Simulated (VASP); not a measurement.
# Se (R-3m) in VASP: notebook

The runs below take Se through relaxation of cell and atoms, with LDA.

Program: VASP 6.6.1. These are calculated values, not measurements. Logs are shortened: lines on timing, memory, paths and dates and some standing lists are left out, and cuts for length are marked.

## 1. The crystal as given

The structure is trigonal, space group R-3m (No. 166). Conventional cell: a = 3.850 Å, b = 3.850 Å, c = 2.645 Å, α = 90.00°, β = 90.00°, γ = 120.00°. Around Se (site symmetry -3m) lie 8 Se at 2.39 to 2.65 Å.

This isn't the form of Se at room conditions, which is trigonal, of chains.

## 2. Relaxation of cell and atoms, LDA, target pressure 125 GPa, at which the enthalpy is minimised

INCAR

```
PREC = Accurate ; ENCUT = 520
EDIFF = 1E-7 ; ISMEAR = 0
SIGMA = 0.1 ; LREAL = F
LASPH = T ; NELM = 60
ALGO = Normal ; ISIF = 3
LWAVE = F ; LCHARG = F
GGA = CA ; IBRION = 2
NSW = 80 ; EDIFFG = -0.002
PSTRESS = 1250.0
```

KPOINTS

```
Automatic mesh
0
Gamma
  21 21 21
```

POSCAR

```
Se
1.0
    1.9250000000      1.1113992700      0.8816666700
   -1.9250000000      1.1113992700      0.8816666700
    0.0000000000     -2.2227985400      0.8816666700
Se
1
Direct
    0.0000000000      0.0000000000      0.0000000000
```

Potentials or basis: VASP PAW LDA potentials, release 64 (Se).

Command:

```sh
$ cat potpaw_LDA.64/Se/POTCAR > POTCAR
$ mpirun -np 1 vasp_std > vasp.out
```

OUTCAR:

```text
PREC = Accurate
   ENCUT = 520
   EDIFF = 1E-7
   ISMEAR = 0
   LREAL = F
   LASPH = T
   NELM = 60
   ISIF = 3
   GGA = CA
   IBRION = 2
   NSW = 80
   EDIFFG = -0.002
   PSTRESS = 1250.0

 ion  position               nearest neighbor table
   1  0.000  0.000  0.000-

  LATTYP: Found a trigonal (rhomboedric) cell.
 ALAT       =     2.3912694232
 COS(alpha) =    -0.2960878580

  Lattice vectors:

 A1 = (   1.9250000000,   1.1113992700,   0.8816666700)
 A2 = (  -1.9250000000,   1.1113992700,   0.8816666700)
 A3 = (   0.0000000000,  -2.2227985400,   0.8816666700)

Analysis of symmetry for initial positions (statically):
=====================================================================
 Subroutine PRICEL returns:
 Original cell was already a primitive cell.

 Routine SETGRP: Setting up the symmetry group for a
 trigonal (rhombohedral) supercell.

 Subroutine GETGRP returns: Found 12 space group operations
 (whereof 12 operations were pure point group operations)
 out of a pool of 12 trial point group operations.

The static configuration has the point symmetry D_3d.

Analysis of symmetry for dynamics (positions and initial velocities):
=====================================================================
 Subroutine PRICEL returns:
 Original cell was already a primitive cell.

 Routine SETGRP: Setting up the symmetry group for a
 trigonal (rhombohedral) supercell.

 Subroutine GETGRP returns: Found 12 space group operations
 (whereof 12 operations were pure point group operations)
 out of a pool of 12 trial point group operations.

The dynamic configuration has the point symmetry D_3d.

 Subroutine INISYM returns: Found 12 space group operations
 (whereof 12 operations are pure point group operations),
 and found     1 'primitive' translations

----------------------------------------------------------------------------------------

                                     Primitive cell

  volume of cell :      11.3177

  direct lattice vectors                    reciprocal lattice vectors
     1.925000000  1.111399270  0.881666670     0.259740260  0.149961109  0.378071832
    -1.925000000  1.111399270  0.881666670    -0.259740260  0.149961109  0.378071832
     0.000000000 -2.222798540  0.881666670     0.000000000 -0.299922217  0.378071832

  length of vectors
     2.391269423  2.391269423  2.391269426     0.482588486  0.482588486  0.482588486

  position of ions in fractional coordinates (direct lattice)
     0.000000000  0.000000000  0.000000000

  ion indices of the primitive-cell ions
   primitive index   ion index
                 1           1

----------------------------------------------------------------------------------------

 KPOINTS: Automatic mesh

Automatic generation of k-mesh.
 Grid dimensions read from file:
 generate k-points for:   21   21   21

 Generating k-lattice:

  Cartesian coordinates                     Fractional coordinates (reciprocal lattice)
     0.012368584  0.007141005  0.018003421     0.047619048  0.000000000  0.000000000
    -0.012368584  0.007141005  0.018003421     0.000000000  0.047619048  0.000000000
     0.000000000 -0.014282010  0.018003421     0.000000000  0.000000000  0.047619048

  Length of vectors
     0.022980404  0.022980404  0.022980404

  Shift w.r.t. Gamma in fractional coordinates (k-lattice)
     0.000000000  0.000000000  0.000000000

 Subroutine IBZKPT returns following result:
 ===========================================

 Found    891 irreducible k-points:

 Following reciprocal coordinates:
            Coordinates               Weight
  0.000000  0.000000  0.000000      1.000000
  0.047619  0.000000  0.000000      6.000000
  0.095238  0.000000  0.000000      6.000000
  0.142857  0.000000  0.000000      6.000000
  0.190476  0.000000  0.000000      6.000000
  0.238095  0.000000  0.000000      6.000000
[... 16 lines left out ...]
 -0.428571  0.047619  0.000000     12.000000
 -0.380952  0.047619  0.000000     12.000000
 [... further k-points ...]
   k-points           NKPTS =    891   k-points in BZ     NKDIM =    891   number of bands    NBANDS=      7
   number of dos      NEDOS =    301   number of ions     NIONS =      1
   total plane-waves  NPLWV =   5832
   dimension x,y,z NGX =    18 NGY =   18 NGZ =   18
   dimension x,y,z NGXF=    36 NGYF=   36 NGZF=   36
   ions per type =               1
   NGX,Y,Z   is equivalent  to a cutoff of  12.51, 12.51, 12.51 a.u.
   NGXF,Y,Z  is equivalent  to a cutoff of  25.03, 25.03, 25.03 a.u.
 SYSTEM =  unknown system
   PREC   = accura    normal or accurate (medium, high low for compatibility)
   ISTART =      0    job   : 0-new  1-cont  2-samecut
   ICHARG =      2    charge: 1-file 2-atom 10-const
   ISPIN  =      1    spin polarized calculation?
   LNONCOLLINEAR =      F non collinear calculations
   LSORBIT =      F    spin-orbit coupling
   LASPH  =      T    aspherical Exc in radial PAW
   ENCUT  =  520.0 eV  38.22 Ry    6.18 a.u.   4.45  4.45  4.45*2*pi/ulx,y,z
   NELM   =     60;   NELMIN=  2; NELMDL= -5     # of ELM steps
   EDIFF  = 0.1E-06   stopping-criterion for ELM
   LREAL  =      F    real-space projection
   EDIFFG = -.2E-02   stopping-criterion for IOM
   NSW    =     80    number of steps for IOM
   IBRION =      2    ionic relax: 0-MD 1-quasi-New 2-CG
   NFREE  =      1    steps in history (QN), initial steepest desc. (CG)
   ISIF   =      3    stress and relaxation
   ISYM   =      2    0-nonsym 1-usesym 2-fastsym
   POTIM  = 0.5000    time-step for ionic-motion
   TEBEG  =    0.0;   TEEND  =   0.0 temperature during run
   PSTRESS= 1250.0 pullay stress
   NELECT =       6.0000    total number of electrons
   NUPDOWN=      -1.0000    fix difference up-down
   EMIN   =  10.00;   EMAX   =-10.00  energy-range for DOS
   EFERMI =   0.00;   METHOD = LEGACY
   ISMEAR =     0;   SIGMA  =   0.10  broadening in eV -4-tet -1-fermi 0-gaus
   EFERMI_NEDOS =   21; number of points for ismear=-14 and -15
   IALGO  =     38    algorithm
   IMIX   =      4    mixing-type and parameters
     AMIX     =   0.40;   BMIX     =  1.00
     AMIX_MAG =   1.60;   BMIX_MAG =  1.00
  volume/ion in A,a.u.               =      11.32        76.38
  Fermi-wavevector in a.u.,A,eV,Ry     =   1.324971  2.503832 23.885687  1.755548
  Thomas-Fermi vector in A             =   2.454466
   LORBIT       =      0    0 simple, 1 ext, 2 COOP (PROOUT), +10 PAW based schemes
   GGA     = CA    functional components
   LHFCALC =     F    Hartree Fock is set to
   AEXX    =    0.0000 exact exchange contribution
   IVDW    =     0    specifies the selected vdW correction
   LEPSILON=     F    determine dielectric tensor
   LRPA    =     F    only Hartree local field effects (RPA)
 conjugate gradient relaxation of ions
 non-spin polarized calculation
 Gauss-broadening in eV      SIGMA  =   0.10
  energy-cutoff  :      520.00
  volume of cell :       11.32
 maximum number of plane-waves:       315
 NGX is ok and might be reduce to    18
   NGX =  9   NGY =  9   NGZ =  9

--------------------------------------- Ionic step        1  -------------------------------------------

 number of electron       6.0000002 magnetization

 Free energy of the ion-electron system (eV)
  ---------------------------------------------------
  ext. energy  EPLUGINS =         0.00000000
  ---------------------------------------------------
  free energy    TOTEN  =        -1.51155183 eV

  energy without entropy =       -1.50992200  energy(sigma->0) =       -1.51073691

------------------------ aborting loop because EDIFF is reached ----------------------------------------

  FORCE on cell =-STRESS in cart. coord.  units (eV):
  Direction    XX          YY          ZZ          XY          YZ          ZX
  --------------------------------------------------------------------------------------
  -------------------------------------------------------------------------------------
  Total       10.5302936     10.5302937     10.4516032      0.0000000      0.0000000      0.0000000
  in kB     1490.7147538   1490.7147586   1479.5749854      0.0000000      0.0000000      0.0000000
  external PRESSURE =     237.0014993 kB  Pullay stress =    1250.0000000 kB
[... 90 lines left out ...]
  FREE ENERGIE OF THE ION-ELECTRON SYSTEM (eV)
  ---------------------------------------------------
  free  energy   TOTEN  =        -1.9581098692 eV

  energy  without entropy=       -1.9564098475  energy(sigma->0) =       -1.95725986

  enthalpy is  TOTEN    =         7.2842914403 eV   P V=        9.2424013096

[... ionic steps 4 to 10 ...]

--------------------------------------- Ionic step       11  -------------------------------------------

 number of electron       5.9999999 magnetization

------------------------ aborting loop because EDIFF is reached ----------------------------------------

  FORCE on cell =-STRESS in cart. coord.  units (eV):
  Direction    XX          YY          ZZ          XY          YZ          ZX
  --------------------------------------------------------------------------------------
  -------------------------------------------------------------------------------------
  Total        9.2294368      9.2294370      9.2288629     -0.0000000     -0.0000000     -0.0000000
  in kB     1252.8165690   1252.8166018   1252.7386674     -0.0000000     -0.0000000     -0.0000000
  external PRESSURE =       2.7906127 kB  Pullay stress =    1250.0000000 kB
[... 59 lines left out ...]
  enthalpy is  TOTEN    =         7.2840027846 eV   P V=        9.2631908124

--------------------------------------- Ionic step       13  -------------------------------------------

 number of electron       5.9999999 magnetization

 Free energy of the ion-electron system (eV)
  ---------------------------------------------------
  ext. energy  EPLUGINS =         0.00000000
  ---------------------------------------------------
  free energy    TOTEN  =        -1.92999758 eV

  energy without entropy =       -1.92868343  energy(sigma->0) =       -1.92934050

 E-fermi :  14.3863     XC(G=0): -13.2993

 val. band max:       14.3818943668   @ k =  -0.4762   0.3333   0.3333
 cond. band min:      14.3940114205   @ k =  -0.2857   0.2857   0.0000
 fundamental gap:      0.0121170537
 Fermi energy:        14.3863218562

 k-point     1 :       0.0000    0.0000    0.0000
  band No.  band energies     occupation
      1      -8.6050      2.00000
      2      19.2286      0.00000
      3      21.5343      0.00000
      4      21.5343      0.00000
      5      26.4355      0.00000
      6      26.4355      0.00000
      7      29.0215      0.00000
[... 221 lines left out ...]
 k-point    24 :      -0.3810    0.0476    0.0000
  band No.  band energies     occupation
      1      -4.3384      2.00000
      2       5.4666      2.00000
      3      16.4972      0.00000
      4      19.0164      0.00000
      5      23.1100      0.00000
      6      24.3247      0.00000
      7      34.0214      0.00000

 [... further k-points ...]

------------------------ aborting loop because EDIFF is reached ----------------------------------------

  FORCE on cell =-STRESS in cart. coord.  units (eV):
  Direction    XX          YY          ZZ          XY          YZ          ZX
  --------------------------------------------------------------------------------------
  -------------------------------------------------------------------------------------
  Total        9.2127198      9.2127201      9.2150782     -0.0000000      0.0000000     -0.0000000
  in kB     1249.9051099   1249.9051476   1250.2250820     -0.0000000      0.0000000     -0.0000000
  external PRESSURE =       0.0117798 kB  Pullay stress =    1250.0000000 kB
[... 16 lines left out ...]
  FREE ENERGIE OF THE ION-ELECTRON SYSTEM (eV)
  ---------------------------------------------------
  free  energy   TOTEN  =        -1.9299975794 eV

  energy  without entropy=       -1.9286834254  energy(sigma->0) =       -1.92934050

  enthalpy is  TOTEN    =         7.2834216351 eV   P V=        9.2134192144

 reached required accuracy - stopping structural energy minimisation
```

Run time: 4.8 min. Hardware: 1 thread of Intel Xeon Platinum 8259CL at 2.50GHz (Skylake/Cascade Lake), shared host; peak memory 0.18 GiB.

What came out:

```yaml
Free_energy: -1.9300 eV
Relaxed_volume: 11.81 Å³/atom
Relaxed_cell: a = 2.417 Å, b = 2.417 Å, c = 2.417 Å, α = 106.86°, β = 106.86°, γ = 106.86°
Space_group_after_relaxing_to_0.05_Å: R-3m (No. 166)
Energy_change_on_relaxing_the_enthalpy_is_what_falls: -418.4 meV/atom
Ionic_steps: 13
Pressure_after_relaxing: 125.0 GPa
Band_gap_on_the_k_mesh: none (metal or under the smearing width)
```

The path:
```
step  energy change (eV)  largest force (eV/Å)  pressure (GPa)  volume (Å³)
   1              0.0000                0.0000          148.70        11.32
   2             -1.6831                0.0000           49.49        14.29
   3             -0.4466                0.0000          122.78        11.85
   4             -0.4094                0.0000          124.93        11.80
   5             -0.4018                0.0000          125.37        11.79
   6             -0.4034                0.0000          125.34        11.79
   7             -0.4080                0.0000          125.28        11.80
   8             -0.4162                0.0000          125.33        11.81
   9             -0.4120                0.0000          125.26        11.80
  10             -0.4142                0.0000          125.29        11.80
  11             -0.4137                0.0000          125.28        11.80
  12             -0.4676                0.0000          122.12        11.87
  13             -0.4184                0.0000          125.00        11.81
```

Final structure:
```
Se
1.0
     1.94155    1.12095    0.90434
    -1.94155    1.12095    0.90434
     0.00000   -2.24191    0.90434
Se
1
Direct
  0.00000 0.00000 0.00000
```

Caveat: the cell is relaxed towards a set pressure, so the enthalpy falls and the energy may rise.

## 3. Relaxation of cell and atoms, LDA, target pressure 125 GPa, at which the enthalpy is minimised

This run uses another cell than the first one, of 11.81 Å³/atom, 1.043 times its volume.

INCAR is that of step 2.

KPOINTS is that of step 2.

POSCAR

```
Se                                      
1.0
    1.9415504516      1.1209546927      0.9043434794
   -1.9415504516      1.1209546927      0.9043434794
    0.0000000000     -2.2419093855      0.9043434794
  Se            
     1
Direct
     0.0000000000000000    0.0000000000000000    0.0000000000000000
```

Potentials or basis: VASP PAW LDA potentials, release 64 (Se).

Command:

```sh
$ cat potpaw_LDA.64/Se/POTCAR > POTCAR
$ mpirun -np 1 vasp_std > vasp.out
```

OUTCAR:

```text
PREC = Accurate
   ENCUT = 520
   EDIFF = 1E-7
   ISMEAR = 0
   LREAL = F
   LASPH = T
   NELM = 60
   ISIF = 3
   GGA = CA
   IBRION = 2
   NSW = 80
   EDIFFG = -0.002
   PSTRESS = 1250.0

 ion  position               nearest neighbor table
   1  0.000  0.000  0.000-

  LATTYP: Found a trigonal (rhomboedric) cell.
 ALAT       =     2.4174355644
 COS(alpha) =    -0.2900826727

  Lattice vectors:

[... 429 lines left out ...]

  FORCE on cell =-STRESS in cart. coord.  units (eV):
  Direction    XX          YY          ZZ          XY          YZ          ZX
  --------------------------------------------------------------------------------------
  -------------------------------------------------------------------------------------
  Total        9.2123129      9.2123132      9.2152496      0.0000000     -0.0000000     -0.0000000
  in kB     1249.8499111   1249.8499487   1250.2483355      0.0000000     -0.0000000     -0.0000000
  external PRESSURE =      -0.0172682 kB  Pullay stress =    1250.0000000 kB

 VOLUME and BASIS-vectors are now :
 -----------------------------------------------------------------------------
  energy-cutoff  :      520.00
  volume of cell :       11.81
      direct lattice vectors                 reciprocal lattice vectors
     1.941550452  1.120954693  0.904343479     0.257526143  0.148682786  0.368591515
    -1.941550452  1.120954693  0.904343479    -0.257526143  0.148682786  0.368591515
     0.000000000 -2.241909386  0.904343479     0.000000000 -0.297365572  0.368591515

 POSITION                                       TOTAL-FORCE (eV/Angst)
 -----------------------------------------------------------------------------------
      0.00000      0.00000      0.00000         0.000000     -0.000000     -0.000000
 -----------------------------------------------------------------------------------
    total drift:                               -0.000000      0.000000      0.000000

  FREE ENERGIE OF THE ION-ELECTRON SYSTEM (eV)
  ---------------------------------------------------
  free  energy   TOTEN  =        -1.9300954082 eV

  energy  without entropy=       -1.9287813111  energy(sigma->0) =       -1.92943836

  enthalpy is  TOTEN    =         7.2833238069 eV   P V=        9.2134192151

 reached required accuracy - stopping structural energy minimisation
```

OSZICAR:

```text
N       E                     dE             d eps       ncg     rms          rms(c)
DAV:   1     0.961535538287E+01    0.96154E+01   -0.33829E+03 13062   0.773E+02
DAV:   2    -0.186565415548E+01   -0.11481E+02   -0.11001E+02 17780   0.844E+01
DAV:   3    -0.196563353921E+01   -0.99979E-01   -0.99439E-01 14560   0.875E+00
DAV:   4    -0.196568588752E+01   -0.52348E-04   -0.52348E-04 19649   0.205E-01
DAV:   5    -0.196568589805E+01   -0.10528E-07   -0.95065E-08 14882   0.174E-03    0.102E+01
DAV:   6    -0.194196837169E+01    0.23718E-01   -0.41372E-03 15197   0.512E-01    0.615E+00
DAV:   7    -0.193019909547E+01    0.11769E-01   -0.70173E-03 15085   0.697E-01    0.749E-02
DAV:   8    -0.193009621852E+01    0.10288E-03   -0.19381E-04 14777   0.109E-01    0.997E-03
DAV:   9    -0.193009539426E+01    0.82425E-06   -0.68602E-06 19033   0.208E-02    0.495E-03
DAV:  10    -0.193009540819E+01   -0.13925E-07   -0.10200E-07 13769   0.276E-03
   1 F= 0.72833238E+01 E0= 0.72839809E+01  d E =0.728332E+01
```

It took 44 s on 1 thread of Intel Xeon Platinum 8259CL at 2.50GHz (Skylake/Cascade Lake), shared host; peak memory 0.17 GiB.

What came out:

```
Free energy             : -1.9301 eV
Pressure after relaxing : 125.0 GPa
Band gap on the k mesh  : none (metal or under the smearing width)
```

Final structure:
```xyz
1
Lattice="1.9416 1.1210 0.9043 -1.9416 1.1210 0.9043 0.0000 -2.2419 0.9043" Properties=species:S:1:pos:R:3 pbc="T T T"
Se    0.0000    0.0000    0.0000
```

Caveat: the relaxation stopped at its first step, so nothing moved; the cell is relaxed towards a set pressure, so the enthalpy falls and the energy may rise.
